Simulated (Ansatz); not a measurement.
The reference is Sb2Te3 in the Bi2Te3 type structure (space group R-3m, No. 166).

```xyz
5
Lattice="2.1430 1.2372 10.3101 -2.1430 1.2372 10.3101 0.0000 -2.4745 10.3101" Properties=species:S:1:pos:R:3 pbc="T T T"
Sb     0.0000     0.0000    12.2871
Sb     0.0000     0.0000    18.6433
Te     0.0000     0.0000     0.0000
Te     0.0000     0.0000     6.6360
Te     0.0000     0.0000    24.2944
```

The values are results of Ansatz (a program for electronic structure) r2SCAN+rVV10, no spin-orbit coupling, not measurements.

For the base:

* **Electron mass**: 0.16 mₑ along c, 0.091 mₑ across (at Γ)
* **Lattice parameter a**: 428.6 pm
* **c/a ratio**: 7.217
* **Band gap**: 0.27 eV

It is then changed as follows: hydrostatic tension (pressure −1 GPa).

Question: How does this affect the electron mass, lattice parameter a, c/a ratio and band gap?

Answer: The electron mass becomes 0.32 mₑ along c, 0.092 mₑ across (at Γ) (base: 0.16 mₑ along c, 0.091 mₑ across (at Γ)); the lattice parameter a grows by 2.6 pm (428.6 pm → 431.2 pm); the c/a ratio goes up by 0.195, from 7.217 to 7.412; the band gap goes up by 0.20 eV (0.27 eV → 0.47 eV).

Spin-orbit coupling, missing from the scalar runs, can matter with Sb and Te. Load acts through the strain it causes; cell and atoms are relaxed under it. Masses are band curvatures over ±0.01 Å⁻¹ around the edge. Whether these cells are dynamically stable was not tested. The zero or small gap of Sb2Te3 can change with the level of theory.
